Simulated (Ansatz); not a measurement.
Two G0W0 runs on SnSe2 (layers cut from the bulk crystal).

The cell holds 9 atoms: 6 Se and 3 Sn. Its edges and angles: a = 3.840 Å, b = 3.840 Å, c = 53.500 Å, α = 90.0°, β = 90.0°, γ = 120.0°. It derives from SnSe2. Regions: layer 1, 3 atoms (2 Se and 1 Sn); layer 2, 3 atoms (2 Se and 1 Sn); layer 3, 3 atoms (2 Se and 1 Sn). Vacuum lies along c.

```xyz
9
Lattice="3.8398 0.0000 0.0000 -1.9199 3.3254 0.0000 0.0000 0.0000 53.5000" Properties=species:S:1:pos:R:3
Se    0.0000    2.2169   19.1639
Sn    0.0000    0.0000   20.7573
Se    1.9199    1.1085   22.3508
Se    0.0000    2.2169   25.1583
Sn    0.0000    0.0000   26.7500
Se    1.9199    1.1085   28.3417
Se    0.0000    2.2169   31.1492
Sn    0.0000    0.0000   32.7427
Se    1.9199    1.1085   34.3361
```

The structure was relaxed with PBE-D3(BJ). The runs that relaxed it are not among those shown.

The first (Ansatz 0.2.0; start PBE, 6×6×1 mesh, 812 empty bands, screening to 65 eV, PAW set soft_1 files; 1 × NVIDIA H100 80GB HBM3 (shared by 6 runs) with 2 threads of AMD EPYC 7R13 (Zen 3), shared host) gave, on its mesh: starting gap 0.69 eV, G0W0 gap 1.23 eV, mean of 1 + 4πα/V (set by the cell height) 4.03, 1.9 min.

The second gave: starting gap 0.69 eV, G0W0 gap 1.21 eV, mean of 1 + 4πα/V (set by the cell height) 4.09, 37 s.

Question: What was changed in the input? Choose among start, files, mesh, bands and cutoff, frequency model or another key.

Changed: empty bands from 812 to 335 and screening cutoff (eV) from 65.0 to 36. The starting gap stayed, which rules out the functional and points to the GW step. Other changes could give like numbers; this is the one that was made.

Limits: not at the basis limit; coarse mesh for a sheet; no spin-orbit coupling.

[Paths, hosts, dates, memory and timing lines, banners, echoed tables and standing remarks are left out of the program output.]

[Logs are printed without paths, hosts, clocks, repeated set-up lines and the standing remarks that a program may print on its own settings, such as how far it seeks lower states.]

[Runs of the session that timed out or met a known fault of the program may be left out.]

[Cells called generated may have been cut or substituted from an entry of the Crystallography Open Database or the Materials Project.]

[Hosts, paths, dates, database ids (printed as entryN), source tags and the programs' standing remarks are cut or masked in the printed files.]
